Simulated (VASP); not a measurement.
**FeSi23 (a cell with a defect): single point with PBEsol+U**

The system is FeSi23 (a cell with a defect).

```xyz
24
Lattice="0.0000 8.1555 8.1555 5.4370 0.0000 5.4370 5.4370 5.4370 0.0000" Properties=species:S:1:pos:R:3 pbc="T T T"
Fe    0.0000    0.0000    0.0000
Si    2.7185    2.7185    0.0000
Si    2.7185    0.0000    2.7185
Si    5.4370    2.7185    2.7185
Si    0.0000    2.7185    2.7185
Si    2.7185    5.4370    2.7185
Si    2.7185    2.7185    5.4370
Si    5.4370    5.4370    5.4370
Si    0.0000    5.4370    5.4370
Si    2.7185    8.1555    5.4370
Si    2.7185    5.4370    8.1555
Si    5.4370    8.1555    8.1555
Si    1.3593    1.3592    1.3592
Si    4.0777    4.0777    1.3592
Si    4.0777    1.3592    4.0777
Si    6.7963    4.0777    4.0777
Si    1.3593    4.0777    4.0777
Si    4.0777    6.7962    4.0777
Si    4.0777    4.0777    6.7962
Si    6.7963    6.7962    6.7962
Si    1.3593    6.7963    6.7963
Si    4.0777    9.5148    6.7963
Si    4.0777    6.7963    9.5148
Si    6.7963    9.5148    9.5148
```

```json
{"Program": "VASP 6.6.1", "Task": "single point", "Functional": "PBEsol", "Potentials or basis": "VASP PAW PBE potentials, release 64 (Fe, Si)", "Cutoff": "350 eV", "k mesh": "2 × 3 × 3", "Occupations": "gaussian, width 0.03 eV", "Spin": "collinear spin, ferromagnetic start", "Starting moments": "[4.0, 0.0, 0.0, 0.0, 0.0, 0.0, 0.0, 0.0, 0.0, 0.0, 0.0, 0.0, 0.0, 0.0, 0.0, 0.0, 0.0, 0.0, 0.0, 0.0, 0.0, 0.0, 0.0, 0.0] μB", "Hubbard terms": "Fe d U = 4 eV", "Dq": "0", "Further INCAR settings": "LREAL = Auto; ALGO = All; EDIFF = 1e-05; ISYM = 0"}
```

```
Pressure                                              : 0.0 GPa
Largest force                                         : 0.281 eV/Å
Band gap on the k mesh                                : none (metal or under the smearing width)
Net moment                                            : 3.11 μB per cell
Site moments                                          : Fe +3.04; Si +0.00, +0.01, -0.00, -0.03, -0.04, -0.02 μB
Valence electrons inside the program's atomic spheres : Fe 7.12; Si 1.68, 1.69
```

Forces on the atoms (eV/Å):
```
Fe  -0.043  0.058  0.058
Si  -0.029  0.003 -0.026
Si  -0.028 -0.026  0.004
Si  -0.013  0.007  0.007
Si  -0.023 -0.034 -0.034
Si   0.011 -0.011 -0.016
Si   0.011 -0.016 -0.011
Si  -0.005  0.004  0.004
Si  -0.045  0.097  0.097
Si  -0.068  0.027  0.076
Si  -0.068  0.076  0.027
Si  -0.008  0.008  0.008
Si   0.144  0.064  0.063
Si  -0.059 -0.055  0.071
Si  -0.060  0.071 -0.056
Si  -0.004  0.002  0.002
Si   0.006  0.007  0.007
Si   0.044 -0.056 -0.036
Si   0.044 -0.035 -0.056
Si   0.001 -0.012 -0.012
Si   0.169 -0.159 -0.159
Si   0.003 -0.011 -0.001
Si   0.003 -0.001 -0.011
Si   0.018 -0.008 -0.008
```

Stress tensor (GPa, compression positive):
```
 0.01 -0.06 -0.06
-0.06 -0.06 -0.02
-0.06 -0.02 -0.06
```

Levels at points of the mesh, in eV from the Fermi level:
Spin up:
| k point | band 50 | band 51 | band 52 | band 53 | band 54 | band 55 |
| --- | --- | --- | --- | --- | --- | --- |
| (0.00, 0.00, 0.00) | -0.52 | 0.42 | 0.61 | 0.64 | 0.80 | 0.82 |
| (0.50, 0.00, 0.00) | -0.58 | -0.57 | 0.60 | 0.61 | 0.66 | 0.66 |
Spin down:
```csv
k point,band 45,band 46,band 47,band 48,band 49,band 50,band 51,band 52
"(0.00, 0.00, 0.00)",-1.00,-0.62,-0.48,-0.42,0.33,0.61,0.71,0.81
"(0.50, 0.00, 0.00)",-1.04,-0.88,-0.57,-0.54,0.19,0.28,0.49,0.67
```

Eigenvalues of the final occupation matrices:
```csv
site,spin,trace,eigenvalues
site 1 d,1,4.59,0.90 0.91 0.91 0.93 0.93
site 1 d,2,1.63,0.02 0.03 0.35 0.48 0.75
```

Run time: 6.2 min on 4 MPI ranks on AMD EPYC 9R45 (Zen 5) (shared host), peak memory 0.89 GiB a rank.

Caveat: the PAW data sets were made with another functional, which shifts forces and pressure a little; the U is typed as a test and isn't derived for this compound. The state reached can hang on the start; a lower one may exist.
